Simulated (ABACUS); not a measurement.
# NiO under changes of volume

One of the cells (9.076 Å³/atom); the others are scaled copies at fixed shape and fractional positions:

```xyz
2
Lattice="0.0000 2.0859 2.0859 2.0859 0.0000 2.0859 2.0859 2.0859 0.0000" Properties=species:S:1:pos:R:3 pbc="T T T"
Ni    0.0000    0.0000    0.0000
O     2.0859    2.0859    2.0859
```

* Program: ABACUS 3.10.1
* Functional: PBE
* Potentials or basis: PseudoDojo NC SR 0.4.1 PBE standard
* Cutoff: 1361 eV
* Density cutoff: 5442 eV
* Basis: DZP LCAO (the cutoffs set its grid)
* k mesh: 11 × 11 × 11
* Occupations: fermi-dirac, width 0.05 eV
* Spin: collinear spin, ferromagnetic start
* Starting moments: [1.0, 0.0] μB

| volume (Å³/atom) | energy over the lowest point (meV/atom) | pressure (GPa) | moment (μB per cell) |
| --- | --- | --- | --- |
| 8.531 | 50.61 | 19.5 | 1.57 |
| 8.713 | ? | ? | ? |
| 8.894 | 17.08 | 10.5 | 1.72 |
| 9.076 | 7.02 | 6.6 | 1.79 |
| 9.257 | 1.42 | 2.9 | 1.83 |
| 9.439 | 0.00 | -0.5 | 1.86 |
| 9.620 | 2.10 | -3.6 | 1.89 |

Problem. What does the run at 8.713 Å³/atom give?

Solution. Energy over the lowest point 31.39 meV/atom; pressure 14.6 GPa; moment 1.64 μB per cell.

Worked out: A Birch-Murnaghan fit of order 3 (a polynomial in V^(-2/3)) to the other rows has its minimum at 9.42 Å³/atom with B0 = V·E''(V) = 176 GPa (rough, since the energies scatter). It gives 31.39 meV/atom at 8.713 Å³/atom, against the run's 31.39, and -dE/dV = 14.8 GPa, against 14.6. A parabola through the other rows of the moment, of slope 0.425 μB per Å³/atom there, gives 1.65 μB, against the run's 1.64.

Energies are extrapolated to zero smearing.

Caveats: the atomic orbitals were generated for these runs and aren't a published set; the basis of atomic orbitals isn't converged, which shifts pressures, moduli and gaps; a cell with one magnetic atom can't hold antiferromagnetic order, which such compounds often take.
